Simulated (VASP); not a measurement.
## From VASP inputs to Ansatz: SrCl$_{2}$ (strained fluorite)

INCAR

```
LWAVE = .FALSE.
LCHARG = .TRUE.
IBRION = -1
ENCUT = 520
NSW = 0
NBANDS = 19
NELM = 120
ALGO = Normal
METAGGA = R2SCAN
LELF = .TRUE.
PREC = Accurate
LREAL = .FALSE.
EDIFF = 1E-7
LASPH = .TRUE.
ISMEAR = 0
ISIF = 2
SIGMA = 0.01
```

KPOINTS

```
KPOINTS created by Atomic Simulation Environment
0
Gamma
6 6 6
0 0 0
```

KPOINTS_OPT

```
special points
7
Reciprocal
0.0000000000 0.0000000000 0.0000000000 1
0.5000000000 0.0000000000 0.5000000000 1
0.6250000000 0.2500000000 0.6250000000 1
0.3750000000 0.3750000000 0.7500000000 1
0.5000000000 0.5000000000 0.5000000000 1
0.5000000000 0.2500000000 0.7500000000 1
0.5000000000 0.5000000000 0.0000000000 1
```

POSCAR

```
Sr Cl
 1.0000000000000000
    -0.0524657713000000    3.4977180852999998    3.4977180852999998
     3.4977180852999998   -0.0524657713000000    3.4977180852999998
     3.4452523140000002    3.4452523140000002    0.0000000000000000
 Sr  Cl
   1   2
Cartesian
 -0.0000000000000000 -0.0000000000000000  0.0000000000000000
  1.7226261569999999  1.7226261569999999  1.7659389896137447
  5.1678784709999990  5.1678784709999990  5.2294971809862529
```

VASP ran with the recommended PBE PAW datasets (24 valence electrons in the cell).

Q: Translate these files to an Ansatz input.

A: 

```yaml
crystal:
  lattice:
    - [-0.0524657713, 3.4977180853, 3.4977180853]
    - [3.4977180853, -0.0524657713, 3.4977180853]
    - [3.445252314, 3.445252314, 0.0]
  atoms:
    - { symbol: Sr, position: [0.0, 0.0, 0.0] }
    - { symbol: Cl, position: [0.2524415843, 0.2524415843, 0.2475584157] }
    - { symbol: Cl, position: [0.7475584157, 0.7475584157, 0.7524415843] }
kpoints:
  mp_grid: { grid: [6, 6, 6] }
  band_path:
    path:
      - [0.0, 0.0, 0.0]
      - [0.5, 0.0, 0.5]
      - [0.625, 0.25, 0.625]
      - [0.375, 0.375, 0.75]
      - [0.5, 0.5, 0.5]
      - [0.5, 0.25, 0.75]
      - [0.5, 0.5, 0.0]
    npoints: 1
hamiltonian:
  xc: r2scan
scf:
  occupations: { method: fixed }
  n_extra_bands: 4
output:
  forces: true
  stress: true
  eigenvalues: true
```

Other inputs would serve too.

|  | VASP | Ansatz |
| --- | --- | --- |
| gap between bands v and c | 5.94 eV | 5.94 eV |
| least direct gap | 5.99 eV | 5.99 eV |
| pressure | 0.0 GPa | 0.0 GPa |

Datasets and cutoffs are each program's own. VASP's cell holds 24 valence electrons and Ansatz's 24. Ansatz's stress includes a Pulay correction; VASP's doesn't.
